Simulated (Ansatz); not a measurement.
# InP: a sweep of the k mesh

Aim: hold InP and all else fixed and vary the k mesh, to see how far energy and properties move.

The COD entry's cell or inner coordinates are ideal or old and differ from later refinements, so a difference from it is no clean test against experiment.

Computed with Ansatz 0.2.0 (DFT PBE, with the methods named in each step, unless a step's input says otherwise).

## Step 1: The structure to begin with

The structure is cubic, space group F-43m (No. 216). Conventional cell: a = 5.861 Å, b = 5.861 Å, c = 5.861 Å, α = 90.00°, β = 90.00°, γ = 90.00°. Around In (site symmetry -43m) lie 4 P at 2.54 Å. P (site symmetry -43m) has 4 In at 2.54 Å in its first shell of neighbours.

As a file:

```cif
data_structure
_symmetry_space_group_name_H-M 'F-43m'
_symmetry_Int_Tables_number 216
_cell_length_a 5.8610
_cell_length_b 5.8610
_cell_length_c 5.8610
_cell_angle_alpha 90.000
_cell_angle_beta 90.000
_cell_angle_gamma 90.000
_cell_volume 201.33
loop_
_atom_site_label
_atom_site_type_symbol
_atom_site_symmetry_multiplicity
_atom_site_Wyckoff_symbol
_atom_site_fract_x
_atom_site_fract_y
_atom_site_fract_z
_atom_site_occupancy
In1 In 4 a 0.00000 0.00000 0.00000 1
P1 P 4 c 0.25000 0.25000 0.25000 1
```

The file gives the conventional cell by its symmetry; the runs use the cell typed in the input.

The cell comes from a crystallographic database entry that wasn't checked; take it as a given geometry, which may be far from equilibrium.

Atoms are numbered in the order of the input: In1, P2.

## Step 2: With k mesh [3, 3, 3]

The input, input.yaml:

```yaml
crystal:
  lattice:
    - [0.0, 2.9305, 2.9305]
    - [2.9305, 0.0, 2.9305]
    - [2.9305, 2.9305, 0.0]
  atoms:
    - { symbol: In, position: [0.0, 0.0, 0.0] }
    - { symbol: P, position: [0.75, 0.75, 0.75] }
kpoints:
  mp_grid: { grid: [3, 3, 3] }
scf:
  occupations: { method: fermi_dirac, width: 0.03 }
hamiltonian:
  xc: pbe
  pseudopotentials: { kind: all_electron, lapw: { basis_error: 0.00025 } }
output:
  forces: true
  stress: true
  eigenvalues: true
```

Launch:

```bash
$ ansatz run input.yaml --threads 1 --pin off --max-ram 2048MiB --backend cpu --events-out ev --progress --plain --runs-dir out
```

Log (excerpt; [...] marks lines left out):

```text
LAPW: plane waves up to 8.701 Å⁻¹, error target 2.5e-4 eV per atom; small_component_spin mean_spin; P in spheres of 1.118 Å, 13 of its electrons in bands, Dirac shells []; In in spheres of 1.420 Å, 21 of its electrons in bands, Dirac shells []
[...]
Pseudopotentials: kind: all_electron
Pseudopotential: In, LAPW, valence charge 21, Koelling and Harmon's equation, gaussian nucleus
Pseudopotential: P, LAPW, valence charge 13, Koelling and Harmon's equation, gaussian nucleus
Functional definition: PBE
[...]
Crystal: 2 atoms, lattice volume = 50.333 Å³
Basis set: ecut = 288.44151626352567 eV, 537 PW (Γ), exchange–correlation at level 2
Bands: 21, of which v1, the nominal top of the filled ones, is band 17 counted from 1 (16 counted from 0)
Symmetry: 24 space group operations
Space group: F-43m (ITA 216), of the structure as read, at distance tolerance 3.7e-5 Å
k-points: 4 of 27 (time reversal used)
[...]
SCF iter   1: F=—  HF=-169355.520517 eV  |F-HF|=—  |Δ(HF+E_count)|=         —  Δρ=4.02e-2  dr2=1.56e0  ethr=4.58e-3  ⟨swp⟩=2.0  Hψ=568  notcnv=0
[...]
the basis was enlarged: its passes take 722.7 KiB over the memory plan, 1 of 1 planned eigensolver slots
[...]
SCF iter   7: F=-169355.009026 eV  HF=-169355.009026 eV  |F-HF|=1.80e-8  |Δ(HF+E_count)|=   3.00e-6  Δρ=3.36e-6  dr2=9.04e-9  ethr=2.86e-9  ⟨swp⟩=3.0  Hψ=248  notcnv=0
[...]
SCF converged after 7 iterations
Free energy (F): -169355.009026 eV
[...]
E sigma→0 (E₀):  -169355.009026 eV
Entropy (-TS):   -0.000001 eV (-0.001 meV/atom)
Fermi energy:    9.577284 eV
[...]
--- Forces (eV/Å), atoms counted from 1 ---
  atom   1  In     0.00000000    -0.00000000     0.00000000
  atom   2  P     -0.00000000     0.00000000     0.00000000
[...]
--- Stress (GPa, compression-positive) ---
        4.190491       0.000000      -0.000000
        0.000000       4.190491       0.000000
       -0.000000       0.000000       4.190491
  P = ⅓ Tr σ = 4.1905 GPa (41.905 kbar)
--- Band table (eV) ---
  k-point 0: bands = ["-158.2449", "-108.7177", "-108.7177", "-108.7177", "-105.8749", "-64.3623", "-64.3623", "-64.3623", "-5.0984", "-5.0984", "-5.0984", "-4.9524", "-4.9524", "-2.3095", "9.2212", "9.2212", "9.2212", "9.9004", "13.2282", "13.2282", "13.2282"]
[...]
```

Run time: 4 s. Hardware: 1 thread of Arm Neoverse V2, shared host; peak memory 0.24 GiB.

Read from it: pressure 4.19 GPa; gap on the k mesh 0.68 eV (an odd mesh misses the zone boundary).

## Step 3: With k mesh [3, 3, 3], PAW files

Changes to input.yaml since step 2:

```diff
@@ -14,3 +14,3 @@
   xc: pbe
-  pseudopotentials: { kind: all_electron, lapw: { basis_error: 0.00025 } }
+  pseudopotentials: { kind: paw }
 output:
@@ -19 +19,2 @@
   eigenvalues: true
+  efg: { contact_densities: true }
```

Launch:

```bash
$ ansatz run input.yaml --threads 1 --pin off --max-ram 2048MiB --backend cpu --events-out ev --progress --plain --runs-dir out
```

Log (excerpt; [...] marks lines left out):

```text
In: output.efg is read without spin–orbit coupling, which moves field gradients at and beside such atoms by some per cent and up to a factor of two; PAW files take it under magnetization.noncollinear and magnetization.spin_orbit
[...]
Pseudopotentials: kind: paw
Pseudopotential: In, paw, valence charge 13, recommended cutoff 420 eV (normal)
Pseudopotential: P, paw, valence charge 5, recommended cutoff 420 eV (normal)
[... 1 set-up line as earlier in the session ...]
[...]
Crystal: 2 atoms, lattice volume = 50.333 Å³
Basis set: ecut = 420 eV, 941 PW (Γ), exchange–correlation on 60×60×60 points (8 copies of the dense FFT grid, shifted against one another)
Bands: 13, of which v1, the nominal top of the filled ones, is band 9 counted from 1 (8 counted from 0)
[... 2 set-up lines as earlier in the session ...]
[...]
Fermi energy:    7.474690 eV
[...]
--- Forces (eV/Å), atoms counted from 1 ---
  atom   1  In    -0.00000000     0.00000000    -0.00000000
  atom   2  P      0.00000000    -0.00000000    -0.00000000
[...]
--- Stress (GPa, compression-positive) ---
        4.195389       0.000000      -0.000000
        0.000000       4.195389       0.000000
       -0.000000       0.000000       4.195389
  P = ⅓ Tr σ = 4.1954 GPa (41.954 kbar)
--- PAW observables at the nuclei: V_zz in 10²¹ V/m², potentials from the cell's mean, atoms counted from 1 ---
  atom   1  In V_zz =    -0.000000   η = 0.0000   by run symmetry: forbidden
            electrostatic potential = -7936.519571 V   contact ρ = 1132990.817758 e/Å³
  atom   2  P  V_zz =    -0.000000   η = 0.0000   by run symmetry: forbidden
            electrostatic potential = -1495.554639 V   contact ρ = 16017.244744 e/Å³
--- Band table (eV) ---
  k-point 0: bands = ["-7.1979", "-7.1979", "-7.1979", "-7.0516", "-7.0516", "-4.4136", "7.1178", "7.1178", "7.1178", "7.7986", "11.1220", "11.1220", "11.1220"]
[...]
```

Wall time 2.7 s (1 thread of Arm Neoverse V2, shared host); peak memory 0.32 GiB.

This run gives: pressure 4.20 GPa; gap on the k mesh 0.68 eV (an odd mesh misses the zone boundary).

## Step 4: With k mesh [6, 6, 6]

Changes to input.yaml since step 3:

```diff
@@ -9,3 +9,3 @@
 kpoints:
-  mp_grid: { grid: [3, 3, 3] }
+  mp_grid: { grid: [6, 6, 6] }
 scf:
@@ -14,3 +14,3 @@
   xc: pbe
-  pseudopotentials: { kind: paw }
+  pseudopotentials: { kind: all_electron, lapw: { basis_error: 0.00025 } }
 output:
@@ -19,2 +19 @@
   eigenvalues: true
-  efg: { contact_densities: true }
```

Launch:

```bash
$ ansatz run input.yaml --threads 1 --pin off --max-ram 2048MiB --backend cpu --events-out ev --progress --plain --runs-dir out
```

Log (excerpt; [...] marks lines left out):

```text
LAPW: plane waves up to 8.701 Å⁻¹, error target 2.5e-4 eV per atom; small_component_spin mean_spin; P in spheres of 1.118 Å, 13 of its electrons in bands, Dirac shells []; In in spheres of 1.420 Å, 21 of its electrons in bands, Dirac shells []
[...]
[... 4 set-up lines as earlier in the session ...]
[...]
Crystal: 2 atoms, lattice volume = 50.333 Å³
Basis set: ecut = 288.44151626352567 eV, 537 PW (Γ), exchange–correlation at level 2
Bands: 21, of which v1, the nominal top of the filled ones, is band 17 counted from 1 (16 counted from 0)
[... 2 set-up lines as earlier in the session ...]
[...]
the basis was enlarged: its passes take 693.8 KiB over the memory plan, 1 of 1 planned eigensolver slots
[...]
SCF iter   7: F=-169355.394859 eV  HF=-169355.394859 eV  |F-HF|=1.37e-8  |Δ(HF+E_count)|=   1.87e-6  Δρ=3.44e-6  dr2=7.85e-9  ethr=2.03e-9  ⟨swp⟩=3.0  Hψ=992  notcnv=0
[...]
SCF converged after 7 iterations
Free energy (F): -169355.394859 eV
[...]
E sigma→0 (E₀):  -169355.394859 eV
Entropy (-TS):   -0.000000 eV (-0.000 meV/atom)
Fermi energy:    9.477262 eV
[...]
--- Forces (eV/Å), atoms counted from 1 ---
  atom   1  In     0.00000000    -0.00000000     0.00000000
  atom   2  P     -0.00000000     0.00000000     0.00000000
[...]
--- Stress (GPa, compression-positive) ---
        3.334035       0.000000      -0.000000
        0.000000       3.334035       0.000000
       -0.000000       0.000000       3.334035
  P = ⅓ Tr σ = 3.3340 GPa (33.340 kbar)
--- Band table (eV; the first three rows and the last of 16) ---
[... band rows left out ...]
[...]
```

It took 8.5 s on 1 thread of Arm Neoverse V2, shared host; peak memory 0.27 GiB.

In short: pressure 3.33 GPa; gap on the k mesh 0.71 eV.

## Step 5: With k mesh [6, 6, 6], PAW files

Changes to input.yaml since step 4:

```diff
@@ -14,3 +14,3 @@
   xc: pbe
-  pseudopotentials: { kind: all_electron, lapw: { basis_error: 0.00025 } }
+  pseudopotentials: { kind: paw }
 output:
@@ -19 +19,2 @@
   eigenvalues: true
+  efg: { contact_densities: true }
```

Launch:

```bash
$ ansatz run input.yaml --threads 1 --pin off --max-ram 2048MiB --backend cpu --events-out ev --progress --plain --runs-dir out
```

Log (excerpt; [...] marks lines left out):

```text
In: output.efg is read without spin–orbit coupling, which moves field gradients at and beside such atoms by some per cent and up to a factor of two; PAW files take it under magnetization.noncollinear and magnetization.spin_orbit
[...]
[... 4 set-up lines as earlier in the session ...]
[...]
Crystal: 2 atoms, lattice volume = 50.333 Å³
Basis set: ecut = 420 eV, 941 PW (Γ), exchange–correlation on 60×60×60 points (8 copies of the dense FFT grid, shifted against one another)
Bands: 13, of which v1, the nominal top of the filled ones, is band 9 counted from 1 (8 counted from 0)
[... 2 set-up lines as earlier in the session ...]
[...]
Fermi energy:    7.375665 eV
[...]
--- Forces (eV/Å), atoms counted from 1 ---
  atom   1  In    -0.00000000     0.00000000    -0.00000000
  atom   2  P      0.00000000    -0.00000000    -0.00000000
[...]
--- Stress (GPa, compression-positive) ---
        3.336366       0.000000      -0.000000
        0.000000       3.336366       0.000000
       -0.000000       0.000000       3.336366
  P = ⅓ Tr σ = 3.3364 GPa (33.364 kbar)
--- PAW observables at the nuclei: V_zz in 10²¹ V/m², potentials from the cell's mean, atoms counted from 1 ---
  atom   1  In V_zz =    +0.000000   η = 0.0000   by run symmetry: forbidden
            electrostatic potential = -7936.533436 V   contact ρ = 1133001.590188 e/Å³
  atom   2  P  V_zz =    +0.000000   η = 0.0000   by run symmetry: forbidden
            electrostatic potential = -1495.277736 V   contact ρ = 16020.182730 e/Å³
--- Band table (eV; the first three rows and the last of 16) ---
  k-point 0: bands = ["-7.1915", "-7.1915", "-7.1915", "-7.0396", "-7.0396", "-4.5151", "7.0025", "7.0025", "7.0025", "7.7159", "11.0876", "11.0876", "11.0876"]
[...]
```

It took 3 s on 1 thread of Arm Neoverse V2, shared host; peak memory 0.33 GiB.

This run gives: pressure 3.34 GPa; gap on the k mesh 0.71 eV.

## Step 6: With k mesh [8, 8, 8]

Changes to input.yaml since step 5:

```diff
@@ -9,3 +9,3 @@
 kpoints:
-  mp_grid: { grid: [6, 6, 6] }
+  mp_grid: { grid: [8, 8, 8] }
 scf:
@@ -14,3 +14,3 @@
   xc: pbe
-  pseudopotentials: { kind: paw }
+  pseudopotentials: { kind: all_electron, lapw: { basis_error: 0.00025 } }
 output:
@@ -19,2 +19 @@
   eigenvalues: true
-  efg: { contact_densities: true }
```

Launch:

```bash
$ ansatz run input.yaml --threads 1 --pin off --max-ram 2048MiB --backend cpu --events-out ev --progress --plain --runs-dir out
```

Log (excerpt; [...] marks lines left out):

```text
LAPW: plane waves up to 8.701 Å⁻¹, error target 2.5e-4 eV per atom; small_component_spin mean_spin; P in spheres of 1.118 Å, 13 of its electrons in bands, Dirac shells []; In in spheres of 1.420 Å, 21 of its electrons in bands, Dirac shells []
[...]
[... 4 set-up lines as earlier in the session ...]
[...]
Crystal: 2 atoms, lattice volume = 50.333 Å³
Basis set: ecut = 288.44151626352567 eV, 537 PW (Γ), exchange–correlation at level 2
Bands: 21, of which v1, the nominal top of the filled ones, is band 17 counted from 1 (16 counted from 0)
[... 2 set-up lines as earlier in the session ...]
[...]
the basis was enlarged: its passes take 693.8 KiB over the memory plan, 1 of 1 planned eigensolver slots
[...]
SCF iter   7: F=-169355.405519 eV  HF=-169355.405519 eV  |F-HF|=1.30e-8  |Δ(HF+E_count)|=   1.83e-6  Δρ=3.45e-6  dr2=7.58e-9  ethr=2.00e-9  ⟨swp⟩=3.0  Hψ=1798  notcnv=0
[...]
SCF converged after 7 iterations
Free energy (F): -169355.405519 eV
[...]
E sigma→0 (E₀):  -169355.405519 eV
Entropy (-TS):   -0.000000 eV (-0.000 meV/atom)
Fermi energy:    9.472350 eV
[...]
--- Forces (eV/Å), atoms counted from 1 ---
  atom   1  In     0.00000000    -0.00000000    -0.00000000
  atom   2  P     -0.00000000     0.00000000    -0.00000000
[...]
--- Stress (GPa, compression-positive) ---
        3.333640       0.000000      -0.000000
        0.000000       3.333640       0.000000
       -0.000000       0.000000       3.333640
  P = ⅓ Tr σ = 3.3336 GPa (33.336 kbar)
--- Band table (eV; the first three rows and the last of 29) ---
[... band rows left out ...]
[...]
```

It took 14 s on 1 thread of Arm Neoverse V2, shared host; peak memory 0.3 GiB.

In short: pressure 3.33 GPa; gap on the k mesh 0.71 eV.

## Step 7: With k mesh [8, 8, 8], PAW files

Changes to input.yaml since step 6:

```diff
@@ -14,3 +14,3 @@
   xc: pbe
-  pseudopotentials: { kind: all_electron, lapw: { basis_error: 0.00025 } }
+  pseudopotentials: { kind: paw }
 output:
@@ -19 +19,2 @@
   eigenvalues: true
+  efg: { contact_densities: true }
```

Launch:

```bash
$ ansatz run input.yaml --threads 1 --pin off --max-ram 2048MiB --backend cpu --events-out ev --progress --plain --runs-dir out
```

Log (excerpt; [...] marks lines left out):

```text
In: output.efg is read without spin–orbit coupling, which moves field gradients at and beside such atoms by some per cent and up to a factor of two; PAW files take it under magnetization.noncollinear and magnetization.spin_orbit
[...]
[... 4 set-up lines as earlier in the session ...]
[...]
Crystal: 2 atoms, lattice volume = 50.333 Å³
Basis set: ecut = 420 eV, 941 PW (Γ), exchange–correlation on 60×60×60 points (8 copies of the dense FFT grid, shifted against one another)
Bands: 13, of which v1, the nominal top of the filled ones, is band 9 counted from 1 (8 counted from 0)
[... 2 set-up lines as earlier in the session ...]
[...]
Fermi energy:    7.370833 eV
[...]
--- Forces (eV/Å), atoms counted from 1 ---
  atom   1  In    -0.00000000     0.00000000     0.00000000
  atom   2  P      0.00000000    -0.00000000     0.00000000
[...]
--- Stress (GPa, compression-positive) ---
        3.335849       0.000000      -0.000000
        0.000000       3.335849       0.000000
       -0.000000       0.000000       3.335849
  P = ⅓ Tr σ = 3.3358 GPa (33.358 kbar)
--- PAW observables at the nuclei: V_zz in 10²¹ V/m², potentials from the cell's mean, atoms counted from 1 ---
  atom   1  In V_zz =    -0.000000   η = 0.0000   by run symmetry: forbidden
            electrostatic potential = -7936.533753 V   contact ρ = 1133002.287385 e/Å³
  atom   2  P  V_zz =    -0.000000   η = 0.0000   by run symmetry: forbidden
            electrostatic potential = -1495.264753 V   contact ρ = 16020.370944 e/Å³
--- Band table (eV; the first three rows and the last of 29) ---
  k-point 0: bands = ["-7.1903", "-7.1903", "-7.1903", "-7.0381", "-7.0381", "-4.5204", "6.9965", "6.9965", "6.9965", "7.7119", "11.0859", "11.0859", "11.0859"]
[...]
```

It took 3.5 s on 1 thread of Arm Neoverse V2, shared host; peak memory 0.35 GiB.

In short: pressure 3.34 GPa; gap on the k mesh 0.72 eV.

## Step 8: With k mesh [15, 15, 15]

Changes to input.yaml since step 7:

```diff
@@ -9,3 +9,3 @@
 kpoints:
-  mp_grid: { grid: [8, 8, 8] }
+  mp_grid: { grid: [15, 15, 15] }
 scf:
@@ -14,3 +14,3 @@
   xc: pbe
-  pseudopotentials: { kind: paw }
+  pseudopotentials: { kind: all_electron, lapw: { basis_error: 0.00025 } }
 output:
@@ -19,2 +19 @@
   eigenvalues: true
-  efg: { contact_densities: true }
```

Launch:

```bash
$ ansatz run input.yaml --threads 1 --pin off --max-ram 2048MiB --backend cpu --events-out ev --progress --plain --runs-dir out
```

Log (excerpt; [...] marks lines left out):

```text
LAPW: plane waves up to 8.701 Å⁻¹, error target 2.5e-4 eV per atom; small_component_spin mean_spin; P in spheres of 1.118 Å, 13 of its electrons in bands, Dirac shells []; In in spheres of 1.420 Å, 21 of its electrons in bands, Dirac shells []
[...]
[... 4 set-up lines as earlier in the session ...]
[...]
Crystal: 2 atoms, lattice volume = 50.333 Å³
Basis set: ecut = 288.44151626352567 eV, 537 PW (Γ), exchange–correlation at level 2
Bands: 21, of which v1, the nominal top of the filled ones, is band 17 counted from 1 (16 counted from 0)
[... 2 set-up lines as earlier in the session ...]
k-points: 120 of 3375 (time reversal used)
[...]
SCF iter   1: F=—  HF=-169355.822048 eV  |F-HF|=—  |Δ(HF+E_count)|=         —  Δρ=3.66e-2  dr2=1.26e0  ethr=3.70e-3  ⟨swp⟩=2.0  Hψ=17251  notcnv=0
[...]
the basis was enlarged: its passes take 693.8 KiB over the memory plan, 1 of 1 planned eigensolver slots
[...]
SCF iter   7: F=-169355.407658 eV  HF=-169355.407658 eV  |F-HF|=1.30e-8  |Δ(HF+E_count)|=   1.82e-6  Δρ=3.46e-6  dr2=7.65e-9  ethr=1.99e-9  ⟨swp⟩=3.0  Hψ=7440  notcnv=0
[...]
SCF converged after 7 iterations
Free energy (F): -169355.407658 eV
[...]
E sigma→0 (E₀):  -169355.407658 eV
Fermi energy:    9.483483 eV
[...]
--- Forces (eV/Å), atoms counted from 1 ---
  atom   1  In     0.00000000    -0.00000000     0.00000000
  atom   2  P     -0.00000000     0.00000000    -0.00000000
[...]
--- Stress (GPa, compression-positive) ---
        3.344644       0.000000      -0.000000
        0.000000       3.344644       0.000000
       -0.000000       0.000000       3.344644
  P = ⅓ Tr σ = 3.3446 GPa (33.446 kbar)
--- Band table (eV; the first three rows and the last of 120) ---
[... band rows left out ...]
[...]
```

Run time: 51 s. Hardware: 1 thread of Arm Neoverse V2, shared host; peak memory 0.5 GiB.

In short: pressure 3.34 GPa; gap on the k mesh 0.71 eV (an odd mesh misses the zone boundary).

## Step 9: With k mesh [15, 15, 15], PAW files

Changes to input.yaml since step 8:

```diff
@@ -14,3 +14,3 @@
   xc: pbe
-  pseudopotentials: { kind: all_electron, lapw: { basis_error: 0.00025 } }
+  pseudopotentials: { kind: paw }
 output:
@@ -19 +19,2 @@
   eigenvalues: true
+  efg: { contact_densities: true }
```

Launch:

```bash
$ ansatz run input.yaml --threads 1 --pin off --max-ram 2048MiB --backend cpu --events-out ev --progress --plain --runs-dir out
```

Log (excerpt; [...] marks lines left out):

```text
In: output.efg is read without spin–orbit coupling, which moves field gradients at and beside such atoms by some per cent and up to a factor of two; PAW files take it under magnetization.noncollinear and magnetization.spin_orbit
[...]
[... 4 set-up lines as earlier in the session ...]
[...]
Crystal: 2 atoms, lattice volume = 50.333 Å³
Basis set: ecut = 420 eV, 941 PW (Γ), exchange–correlation on 60×60×60 points (8 copies of the dense FFT grid, shifted against one another)
Bands: 13, of which v1, the nominal top of the filled ones, is band 9 counted from 1 (8 counted from 0)
[... 2 set-up lines as earlier in the session ...]
[...]
Fermi energy:    7.381948 eV
[...]
--- Forces (eV/Å), atoms counted from 1 ---
  atom   1  In    -0.00000000     0.00000000    -0.00000000
  atom   2  P      0.00000000    -0.00000000    -0.00000000
[...]
--- Stress (GPa, compression-positive) ---
        3.346769       0.000000      -0.000000
       -0.000000       3.346769       0.000000
       -0.000000       0.000000       3.346769
  P = ⅓ Tr σ = 3.3468 GPa (33.468 kbar)
--- PAW observables at the nuclei: V_zz in 10²¹ V/m², potentials from the cell's mean, atoms counted from 1 ---
  atom   1  In V_zz =    +0.000000   η = 0.0000   by run symmetry: forbidden
            electrostatic potential = -7936.534332 V   contact ρ = 1133002.525804 e/Å³
  atom   2  P  V_zz =    -0.000000   η = 0.0000   by run symmetry: forbidden
            electrostatic potential = -1495.262000 V   contact ρ = 16020.437087 e/Å³
--- Band table (eV; the first three rows and the last of 120) ---
  k-point 0: bands = ["-7.1899", "-7.1899", "-7.1899", "-7.0375", "-7.0375", "-4.5218", "6.9948", "6.9948", "6.9948", "7.7108", "11.0854", "11.0854", "11.0854"]
[...]
```

It took 8.9 s on 1 thread of Arm Neoverse V2, shared host; peak memory 0.42 GiB.

In short: pressure 3.35 GPa; gap on the k mesh 0.72 eV (an odd mesh misses the zone boundary).

## Step 10: The sweep in one table

| k mesh | energy from the last row of the method (meV/atom) | pressure (GPa) | gap on the k mesh (eV) | SCF cycles, by the record's count | time |
| --- | --- | --- | --- | --- | --- |
| 3×3×3, LAPW | 199.32 | 4.19 | 0.68 | 7 | 4 s |
| 3×3×3, PAW | 199.38 | 4.20 | 0.68 | 6 | 2.7 s |
| 6×6×6, LAPW | 6.40 | 3.33 | 0.71 | 7 | 8.5 s |
| 6×6×6, PAW | 6.40 | 3.34 | 0.71 | 6 | 3 s |
| 8×8×8, LAPW | 1.07 | 3.33 | 0.71 | 7 | 14 s |
| 8×8×8, PAW | 1.07 | 3.34 | 0.72 | 6 | 3.5 s |
| 15×15×15, LAPW | 0.00 | 3.34 | 0.71 | 7 | 51 s |
| 15×15×15, PAW | 0.00 | 3.35 | 0.72 | 6 | 8.9 s |

Energies are those extrapolated to zero smearing.

## Step 11: Results

```
                              quantity                       value
energy error of the loosest run (LAPW)              199.3 meV/atom
                within 1 meV/atom from  no run before the tightest
    pressure, lowest to highest (LAPW)            3.33 to 4.19 GPa
         gap, lowest to highest (LAPW)             0.68 to 0.71 eV
```

In words: At the loosest setting in the table the energy misses the tightest run by 199.3 meV/atom; even the run before the tightest is more than 1 meV/atom away, so the sweep hasn't shown convergence. The pressure spans 0.86 GPa (LAPW). The tightest run took 51 s against 4 s for the loosest.
